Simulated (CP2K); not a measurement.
Crystal: Rb.

```
Rb
1.0
     4.85407    0.00000    0.00000
    -1.61802    4.57646    0.00000
    -1.61802   -2.28823    3.96333
Rb
1
Direct
  0.00000 0.00000 0.00000
```

| Property | Result |
| --- | --- |
| Program | CP2K 2026.2 |
| Task | single point |
| Functional | PBEsol |
| Potentials or basis | POTENTIAL_UZH Rb GTH-PBE-q9; TZVP-MOLOPT-PBE-GTH basis |
| Density cutoff | 6123 eV |
| k mesh | 7 × 7 × 7 |
| Occupations | fermi-dirac, width 0.05 eV |
| Spin | no spin polarisation |

On this cell: pressure 0.0 GPa; band gap on the k mesh none (metal or under the smearing width).

The same run follows on a disturbed copy (cell strained at random at fixed volume):

```
Rb
1.0
     4.88644    0.00000    0.00000
    -1.87573    4.54657    0.00000
    -1.61448   -2.24613    3.96297
Rb
1
Direct
  0.00230 0.99471 0.99463
```

Q: What changes?

A: The energy (extrapolated to zero smearing) moves by +0.1 meV/atom; pressure 0.0 GPa; band gap on the k mesh none (metal or under the smearing width).

Stress tensor (GPa, compression positive):
```
-0.07  0.02  0.00
 0.02 -0.08  0.03
 0.00  0.03  0.05
```

Caveats: the potentials were made for another functional, which shifts forces and pressure; the basis of atomic orbitals isn't converged, which shifts pressures, moduli and gaps.
